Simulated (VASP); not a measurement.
# MoS2 (P6_3/mmc) in VASP: notebook

One crystal, MoS2, is run at these levels: PBE+D3(BJ), LDA, PBE; tasks: relaxation of cell and atoms.

All numbers are computed with VASP 6.6.1; they aren't measurements. Logs are shortened: lines on timing, memory, paths and dates and some standing lists are left out, and cuts for length are marked.

### 1 The crystal as given

It takes space group P6_3/mmc (No. 194, hexagonal). Conventional cell: a = 3.169 Å, b = 3.169 Å, c = 12.324 Å, α = 90.00°, β = 90.00°, γ = 120.00°. Mo (site symmetry -6m2) is surrounded by 6 S at 2.41 Å. S (site symmetry 3m) has 3 Mo at 2.41 Å as nearest neighbours.

### 2 Relaxation of cell and atoms, PBE+D3(BJ), target pressure 13.7 GPa, at which the enthalpy is minimised

INCAR

```
SYSTEM = MoS2
ALGO     = Normal         ! electronic algorithm
EDIFF    = 1E-6           ! SCF threshold, eV
EDIFFG   = -0.01          ! ionic threshold
ENCUT    = 600            ! plane-wave cutoff, eV
GGA      = PE             ! functional
IBRION   = 2              ! ionic algorithm
ISIF     = 3              ! what is computed and relaxed
ISMEAR   = 0              ! smearing method
IVDW     = 12             ! dispersion correction
KPAR     = 2            
LASPH    = .True.         ! aspherical terms in the spheres
LCHARG   = .False.        ! write CHGCAR
LREAL    = .False.        ! projectors in reciprocal space
LWAVE    = .False.        ! write WAVECAR
NELM     = 80             ! most SCF steps
NSW      = 90             ! ionic steps
PREC     = Accurate       ! precision mode
PSTRESS  = 137.0        
SIGMA    = 0.03           ! smearing width, eV
```

KPOINTS

```
k-points
0
Gamma
  12 12 3
  0 0 0
```

POSCAR

```
MoS2
1.0
    3.1690000000      0.0000000000      0.0000000000
   -1.5845000000      2.7444345046      0.0000000000
    0.0000000000      0.0000000000     12.3240000000
Mo S
2 4
Direct
    0.3333333333      0.6666666667      0.2500000000
    0.6666666667      0.3333333333      0.7500000000
    0.3333333333      0.6666666667      0.6230000000
    0.6666666667      0.3333333333      0.1230000000
    0.3333333333      0.6666666667      0.8770000000
    0.6666666667      0.3333333333      0.3770000000
```

Potentials or basis: VASP PAW PBE potentials, release 64 (Mo_sv, S).

Run with:

```
$ cat potpaw_PBE.64/Mo_sv/POTCAR potpaw_PBE.64/S/POTCAR > POTCAR
$ mpirun -np 2 vasp_std > vasp.out
```

OUTCAR:

```text
SYSTEM = MoS2
   EDIFF = 1E-6
   EDIFFG = -0.01
   ENCUT = 600
   GGA = PE
   IBRION = 2
   ISIF = 3
   ISMEAR = 0
   IVDW = 12
   LASPH = .True.
   LREAL = .False.
   NELM = 80
   NSW = 90
   PREC = Accurate
   PSTRESS = 137.0
 IVDW          = 12

 ion  position               nearest neighbor table
   1  0.333  0.667  0.250-   4 2.41   6 2.41   4 2.41   6 2.41   4 2.41   6 2.41
   2  0.667  0.333  0.750-   3 2.41   5 2.41   3 2.41   5 2.41   3 2.41   5 2.41
   3  0.333  0.667  0.623-   2 2.41   2 2.41   2 2.41
   4  0.667  0.333  0.123-   1 2.41   1 2.41   1 2.41
   5  0.333  0.667  0.877-   2 2.41   2 2.41   2 2.41
   6  0.667  0.333  0.377-   1 2.41   1 2.41   1 2.41

  LATTYP: Found a hexagonal cell.
 ALAT       =     3.1690000000
 C/A-ratio  =     3.8889239508

  Lattice vectors:

 A1 = (   3.1690000000,   0.0000000000,   0.0000000000)
 A2 = (  -1.5845000000,   2.7444345046,   0.0000000000)
 A3 = (   0.0000000000,   0.0000000000,  12.3240000000)

Analysis of symmetry for initial positions (statically):
=====================================================================
 Subroutine PRICEL returns:
 Original cell was already a primitive cell.

 Routine SETGRP: Setting up the symmetry group for a
 hexagonal supercell.

 Subroutine GETGRP returns: Found 24 space group operations
 (whereof 12 operations were pure point group operations)
 out of a pool of 24 trial point group operations.

The static configuration has the point symmetry D_3d.
 The point group associated with its full space group is D_6h.

Analysis of symmetry for dynamics (positions and initial velocities):
=====================================================================
 Subroutine PRICEL returns:
 Original cell was already a primitive cell.

 Routine SETGRP: Setting up the symmetry group for a
 hexagonal supercell.

 Subroutine GETGRP returns: Found 24 space group operations
 (whereof 12 operations were pure point group operations)
 out of a pool of 24 trial point group operations.

The dynamic configuration has the point symmetry D_3d.
 The point group associated with its full space group is D_6h.

 Subroutine INISYM returns: Found 24 space group operations
 (whereof 12 operations are pure point group operations),
 and found     1 'primitive' translations

----------------------------------------------------------------------------------------

                                     Primitive cell

  volume of cell :     107.1832

  direct lattice vectors                    reciprocal lattice vectors
     3.169000000  0.000000000  0.000000000     0.315556958  0.182186895  0.000000000
    -1.584500000  2.744434505  0.000000000     0.000000000  0.364373789  0.000000000
     0.000000000  0.000000000 12.324000000     0.000000000  0.000000000  0.081142486

  length of vectors
     3.169000000  3.169000000 12.324000000     0.364373789  0.364373789  0.081142486

  position of ions in fractional coordinates (direct lattice)
     0.333333333  0.666666667  0.250000000
     0.666666667  0.333333333  0.750000000
     0.333333333  0.666666667  0.623000000
     0.666666667  0.333333333  0.123000000
     0.333333333  0.666666667  0.877000000
     0.666666667  0.333333333  0.377000000

  ion indices of the primitive-cell ions
   primitive index   ion index
                 1           1
                 2           2
                 3           3
                 4           4
                 5           5
                 6           6

----------------------------------------------------------------------------------------

 KPOINTS: k-points

Automatic generation of k-mesh.
 Grid dimensions read from file:
 generate k-points for:   12   12    3

 Generating k-lattice:

  Cartesian coordinates                     Fractional coordinates (reciprocal lattice)
     0.026296413  0.015182241  0.000000000     0.083333333  0.000000000  0.000000000
     0.000000000  0.030364482  0.000000000     0.000000000  0.083333333  0.000000000
     0.000000000  0.000000000  0.027047495     0.000000000  0.000000000  0.333333333

  Length of vectors
     0.030364482  0.030364482  0.027047495

  Shift w.r.t. Gamma in fractional coordinates (k-lattice)
     0.000000000  0.000000000  0.000000000

 Subroutine IBZKPT returns following result:
 ===========================================

 Found     38 irreducible k-points:

 Following reciprocal coordinates:
            Coordinates               Weight
  0.000000  0.000000  0.000000      1.000000
  0.083333  0.000000  0.000000      6.000000
  0.166667 -0.000000  0.000000      6.000000
  0.250000 -0.000000  0.000000      6.000000
  0.333333 -0.000000  0.000000      6.000000
  0.416667 -0.000000  0.000000      6.000000
[... 16 lines left out ...]
  0.250000 -0.000000  0.333333     12.000000
  0.333333 -0.000000  0.333333     12.000000
 [... further k-points ...]
   k-points           NKPTS =     38   k-points in BZ     NKDIM =     38   number of bands    NBANDS=     31
   number of dos      NEDOS =    301   number of ions     NIONS =      6
   total plane-waves  NPLWV =  76832
   dimension x,y,z NGX =    28 NGY =   28 NGZ =   98
   dimension x,y,z NGXF=    56 NGYF=   56 NGZF=  196
   ions per type =               2   4
   NGX,Y,Z   is equivalent  to a cutoff of  14.69, 14.69, 13.22 a.u.
   NGXF,Y,Z  is equivalent  to a cutoff of  29.38, 29.38, 26.44 a.u.
 SYSTEM =  MoS2
   PREC   = accura    normal or accurate (medium, high low for compatibility)
   ISTART =      0    job   : 0-new  1-cont  2-samecut
   ICHARG =      2    charge: 1-file 2-atom 10-const
   ISPIN  =      1    spin polarized calculation?
   LNONCOLLINEAR =      F non collinear calculations
   LSORBIT =      F    spin-orbit coupling
   LASPH  =      T    aspherical Exc in radial PAW
   ENCUT  =  600.0 eV  44.10 Ry    6.64 a.u.   6.33  6.33 24.61*2*pi/ulx,y,z
   NELM   =     80;   NELMIN=  2; NELMDL= -5     # of ELM steps
   EDIFF  = 0.1E-05   stopping-criterion for ELM
   LREAL  =      F    real-space projection
   EDIFFG = -.1E-01   stopping-criterion for IOM
   NSW    =     90    number of steps for IOM
   IBRION =      2    ionic relax: 0-MD 1-quasi-New 2-CG
   NFREE  =      1    steps in history (QN), initial steepest desc. (CG)
   ISIF   =      3    stress and relaxation
   ISYM   =      2    0-nonsym 1-usesym 2-fastsym
   POTIM  = 0.5000    time-step for ionic-motion
   TEBEG  =    0.0;   TEEND  =   0.0 temperature during run
   PSTRESS=  137.0 pullay stress
   NELECT =      52.0000    total number of electrons
   NUPDOWN=      -1.0000    fix difference up-down
   EMIN   =  10.00;   EMAX   =-10.00  energy-range for DOS
   EFERMI =   0.00;   METHOD = LEGACY
   ISMEAR =     0;   SIGMA  =   0.03  broadening in eV -4-tet -1-fermi 0-gaus
   EFERMI_NEDOS =   21; number of points for ismear=-14 and -15
   IALGO  =     38    algorithm
   IMIX   =      4    mixing-type and parameters
     AMIX     =   0.40;   BMIX     =  1.00
     AMIX_MAG =   1.60;   BMIX_MAG =  1.00
  volume/ion in A,a.u.               =      17.86       120.55
  Fermi-wavevector in a.u.,A,eV,Ry     =   1.286373  2.430893 22.514325  1.654756
  Thomas-Fermi vector in A             =   2.418452
   LORBIT       =      0    0 simple, 1 ext, 2 COOP (PROOUT), +10 PAW based schemes
   GGA     = PE    functional components
   LHFCALC =     F    Hartree Fock is set to
   AEXX    =    0.0000 exact exchange contribution
   IVDW    =    12    specifies the selected vdW correction
   LEPSILON=     F    determine dielectric tensor
   LRPA    =     F    only Hartree local field effects (RPA)
 conjugate gradient relaxation of ions
 non-spin polarized calculation
 Gauss-broadening in eV      SIGMA  =   0.03
  energy-cutoff  :      600.00
  volume of cell :      107.18
 maximum number of plane-waves:      3603
 NGX is ok and might be reduce to    28
   NGX = 13   NGY = 13   NGZ = 49

--------------------------------------- Ionic step        1  -------------------------------------------

 number of electron      52.0000000 magnetization

 Free energy of the ion-electron system (eV)
  ---------------------------------------------------
  ext. energy  EPLUGINS =         0.00000000
  ---------------------------------------------------
  free energy    TOTEN  =       -43.61556826 eV

  energy without entropy =      -43.61556826  energy(sigma->0) =      -43.61556826

------------------------ aborting loop because EDIFF is reached ----------------------------------------

 Edisp (eV)   -2.54058

 E8    (eV) :    -1.0246

  FORCE on cell =-STRESS in cart. coord.  units (eV):
  Direction    XX          YY          ZZ          XY          YZ          ZX
  --------------------------------------------------------------------------------------
  -------------------------------------------------------------------------------------
  Total      -1.45382    -1.45382    -1.20836     0.00000    -0.00000     0.00000
  in kB     -21.73180   -21.73180   -18.06261     0.00000    -0.00000     0.00000
  external pressure =     -157.51 kB  Pullay stress =      137.00 kB
[... 113 lines left out ...]
  FREE ENERGIE OF THE ION-ELECTRON SYSTEM (eV)
  ---------------------------------------------------
  free  energy   TOTEN  =       -45.9033676340 eV

  energy  without entropy=      -45.9033676340  energy(sigma->0) =      -45.90336763

  enthalpy is  TOTEN    =       -37.4712252573 eV   P V=        8.4321423767

 E-fermi :   9.6338     XC(G=0): -11.7103

 val. band max:        9.3808066595   @ k =   0.0000   0.0000   0.0000
 cond. band min:      10.0726334059   @ k =   0.1667   0.1667   0.0000
 fundamental gap:      0.6918267465
 Fermi energy:         9.6337782088

 k-point     1 :       0.0000    0.0000    0.0000
  band No.  band energies     occupation
      1     -51.8161      2.00000
      2     -51.8161      2.00000
      3     -26.0995      2.00000
      4     -26.0991      2.00000
      5     -25.6296      2.00000
      6     -25.6296      2.00000
[... 805 lines left out ...]
     30      11.5536      0.00000
     31      12.5988      0.00000

 [... further k-points ...]

[... ionic steps 4 to 10 ...]

--------------------------------------- Ionic step       11  -------------------------------------------

 number of electron      52.0000001 magnetization

------------------------ aborting loop because EDIFF is reached ----------------------------------------

 Edisp (eV)   -3.06042

 E8    (eV) :    -1.2348
[... 81 lines left out ...]
  enthalpy is  TOTEN    =       -38.0169780831 eV   P V=        7.6509797629

--------------------------------------- Ionic step       13  -------------------------------------------

 number of electron      52.0000002 magnetization

 Free energy of the ion-electron system (eV)
  ---------------------------------------------------
  ext. energy  EPLUGINS =         0.00000000
  ---------------------------------------------------
  free energy    TOTEN  =       -42.62174709 eV

  energy without entropy =      -42.62174707  energy(sigma->0) =      -42.62174708

 E-fermi :  10.4744     XC(G=0): -11.9174

 val. band max:       10.3851881745   @ k =   0.0000   0.0000   0.0000
 cond. band min:      10.5718382585   @ k =   0.1667   0.1667   0.0000
 fundamental gap:      0.1866500840
 Fermi energy:        10.4743890827

 k-point     1 :       0.0000    0.0000    0.0000
  band No.  band energies     occupation
      1     -51.4025      2.00000
      2     -51.4025      2.00000
      3     -25.6471      2.00000
      4     -25.6463      2.00000
      5     -25.2761      2.00000
      6     -25.2761      2.00000
[... 805 lines left out ...]
     30      12.1195      0.00000
     31      13.1032      0.00000

 [... further k-points ...]

------------------------ aborting loop because EDIFF is reached ----------------------------------------

 Edisp (eV)   -3.06359

 E8    (eV) :    -1.2361

  FORCE on cell =-STRESS in cart. coord.  units (eV):
  Direction    XX          YY          ZZ          XY          YZ          ZX
  --------------------------------------------------------------------------------------
  -------------------------------------------------------------------------------------
  Total       7.66660     7.66660     7.66272     0.00000     0.00000     0.00000
  in kB     137.02560   137.02560   136.95617     0.00000     0.00000     0.00000
  external pressure =        0.00 kB  Pullay stress =      137.00 kB
[... 21 lines left out ...]
  FREE ENERGIE OF THE ION-ELECTRON SYSTEM (eV)
  ---------------------------------------------------
  free  energy   TOTEN  =       -45.6853334262 eV

  energy  without entropy=      -45.6853334144  energy(sigma->0) =      -45.68533342

  enthalpy is  TOTEN    =       -38.0201656091 eV   P V=        7.6651678171

 reached required accuracy - stopping structural energy minimisation
```

Run time: 9.1 min. Hardware: 2 MPI ranks of Intel Xeon Platinum 8488C (Sapphire Rapids), shared host; peak memory 0.35 GiB.

Results:

| Item | Value |
| --- | --- |
| Free energy | -45.6853 eV |
| Relaxed volume | 14.94 Å³/atom |
| Relaxed cell | a = 3.049 Å, b = 3.049 Å, c = 11.134 Å, α = 90.00°, β = 90.00°, γ = 120.00° |
| Space group after relaxing (to 0.05 Å) | P6_3/mmc (No. 194) |
| Energy change on relaxing (the enthalpy is what falls) | +78.5 meV/atom |
| Ionic steps | 13 |
| Pressure after relaxing | 13.7 GPa |
| Band gap on the k mesh | 0.19 eV, indirect (least direct gap 1.52 eV) |
| Dispersion energy per atom | -0.511 eV |

The path:
```csv
step,energy change (eV),largest force (eV/Å),pressure (GPa),volume (Å³)
1,0.0000,0.0753,-2.05,107.18
2,3.9537,6.1020,66.73,82.18
3,0.2528,1.4215,12.47,98.61
4,0.2870,1.5076,13.36,98.19
5,0.3353,0.6838,13.55,94.45
6,0.4910,0.1729,14.00,92.10
7,0.4901,0.0033,14.26,89.74
8,0.5476,0.1067,14.68,88.82
9,0.5533,0.1154,14.71,88.75
10,0.4238,0.0852,12.35,90.22
11,0.4641,0.0955,13.12,89.73
12,0.4882,0.1827,14.81,89.48
13,0.4708,0.0011,13.70,89.64
```

Final structure:
```cif
data_structure
_symmetry_space_group_name_H-M 'P 1'
_symmetry_Int_Tables_number 1
_cell_length_a 3.0491
_cell_length_b 3.0491
_cell_length_c 11.1337
_cell_angle_alpha 90.000
_cell_angle_beta 90.000
_cell_angle_gamma 120.000
_cell_volume 89.64
loop_
_atom_site_label
_atom_site_type_symbol
_atom_site_fract_x
_atom_site_fract_y
_atom_site_fract_z
_atom_site_occupancy
Mo1 Mo 0.33333 0.66667 0.25000 1
Mo2 Mo 0.66667 0.33333 0.75000 1
S1 S 0.33333 0.66667 0.60872 1
S2 S 0.66667 0.33333 0.10872 1
S3 S 0.33333 0.66667 0.89128 1
S4 S 0.66667 0.33333 0.39128 1
```

Caveat: the cell is relaxed towards a set pressure, so the enthalpy falls and the energy may rise; the volume moved by over 15 % at a fixed basis, so the end points are rough; an odd mesh through Γ misses points on the zone boundary, where band edges often lie. PBE gaps usually lie below the measured ones, often by a third to a half.

### 3 Relaxation of cell and atoms, PBE+D3(BJ), target pressure 13.7 GPa, at which the enthalpy is minimised

This run uses another cell than the first one, of 14.94 Å³/atom, 0.836 times its volume.

INCAR: that of step 2 with these lines changed.

```diff
@@ -2,4 +2,4 @@
 ALGO     = Normal         ! electronic algorithm
-EDIFF    = 1E-6           ! SCF threshold, eV
-EDIFFG   = -0.01          ! ionic threshold
+EDIFF    = 1E-7           ! SCF threshold, eV
+EDIFFG   = -0.005         ! ionic threshold
 ENCUT    = 600            ! plane-wave cutoff, eV
```

KPOINTS is that of step 2.

POSCAR

```
MoS2                                    
1.0
    3.0490904334     -0.0000000000      0.0000000000
   -1.5245452167      2.6405897737      0.0000000000
    0.0000000000      0.0000000000     11.1337237234
  Mo              S             
     2     4
Direct
     0.3333333332999970    0.6666666667000030    0.2500000000000000
     0.6666666667000030    0.3333333332999970    0.7500000000000000
     0.3333333332999970    0.6666666667000030    0.6087182788730622
     0.6666666667000030    0.3333333332999970    0.1087182788730624
     0.3333333332999970    0.6666666667000030    0.8912817211269378
     0.6666666667000030    0.3333333332999970    0.3912817211269377
```

Potentials or basis: VASP PAW PBE potentials, release 64 (Mo_sv, S).

Run with:

```
$ cat potpaw_PBE.64/Mo_sv/POTCAR potpaw_PBE.64/S/POTCAR > POTCAR
$ mpirun -np 2 vasp_std > vasp.out
```

Wall time 50 s (2 MPI ranks of Intel Xeon Platinum 8488C (Sapphire Rapids), shared host); peak memory 0.27 GiB.

Results (log left out):

```yaml
Free_energy: -45.6797 eV
Pressure_after_relaxing: 13.7 GPa
Band_gap_on_the_k_mesh: 0.19 eV, indirect (least direct gap 1.52 eV)
Dispersion_energy_per_atom: -0.511 eV
```

Final structure:
```
Mo S
1.0
     3.04909    0.00000    0.00000
    -1.52455    2.64059    0.00000
     0.00000    0.00000   11.13372
Mo S
2 4
Direct
  0.33333 0.66667 0.25000
  0.66667 0.33333 0.75000
  0.33333 0.66667 0.60872
  0.66667 0.33333 0.10872
  0.33333 0.66667 0.89128
  0.66667 0.33333 0.39128
```

Levels at points of the mesh, in eV from the valence-band top:
```
           k point  band 22  band 23  band 24  band 25  band 26  band 27  band 28  band 29  band 30  band 31
(0.00, 0.00, 0.00)    -2.35    -2.35    -2.04    -0.64     0.00     1.82     1.82     1.90     1.90     1.99
(0.50, 0.00, 0.00)    -2.95    -2.29    -2.07    -1.75    -1.54     1.60     1.73     1.77     2.46     2.57
```

Caveat: the relaxation stopped at its first step, so nothing moved; the cell is relaxed towards a set pressure, so the enthalpy falls and the energy may rise; an odd mesh through Γ misses points on the zone boundary, where band edges often lie. PBE gaps usually lie below the measured ones, often by a third to a half.

(Continued in part 2 of 2.)
